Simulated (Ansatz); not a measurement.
# CdSe: the cost of one run

Computed with Ansatz 0.2.0 (DFT PBE, scalar-relativistic, plane waves, PAW, unless a step's input says otherwise).

## Step 1: The system as given

Symmetry: F-43m, No. 216, cubic system. The conventional cell has a = 6.141 Å, b = 6.141 Å, c = 6.141 Å, α = 90.00°, β = 90.00°, γ = 90.00°. Cd (site symmetry -43m) has 4 Se at 2.66 Å as nearest neighbours. Se (site symmetry -43m) is surrounded by 4 Cd at 2.66 Å.

Coordinates:

```
CELL_PARAMETERS angstrom
0.00000 3.07027 3.07027
3.07027 0.00000 3.07027
3.07027 3.07027 0.00000
ATOMIC_POSITIONS crystal
Cd 0.00000 0.00000 0.00000
Se 0.75000 0.75000 0.75000
```

The structure comes from the Materials Project (structure only).

## Step 2: A single atom displaced

What differs from the listed cell: atom 1 (Cd) moved by 0.09 Å.

File input.yaml:

```yaml
crystal:
  lattice:
    - [0.0, 3.0702711986, 3.0702711986]
    - [3.0702711986, 0.0, 3.0702711986]
    - [3.0702711986, 3.0702711986, 0.0]
  atoms:
    - { symbol: Cd, position: [-0.017244405, 0.0154953738, 0.0135281209] }
    - { symbol: Se, position: [0.75, 0.75, 0.75] }
basis:
  ecutwfc: 420
kpoints:
  mp_grid: { grid: [10, 10, 10] }
hamiltonian:
  xc: pbe
scf:
  occupations: { method: gaussian, width: 0.05 }
output:
  forces: true
  stress: true
  eigenvalues: true
  populations: true
```

Run with:

```
$ ansatz run input.yaml --threads 1 --pin off --max-ram 1331MiB --backend cpu --events-out ev --progress --plain --runs-dir out
```

Q: Estimate wall time and peak memory on 1 thread of an x86-64 CPU, shared host.

About 1.7 min, with a peak of 0.82 GiB.
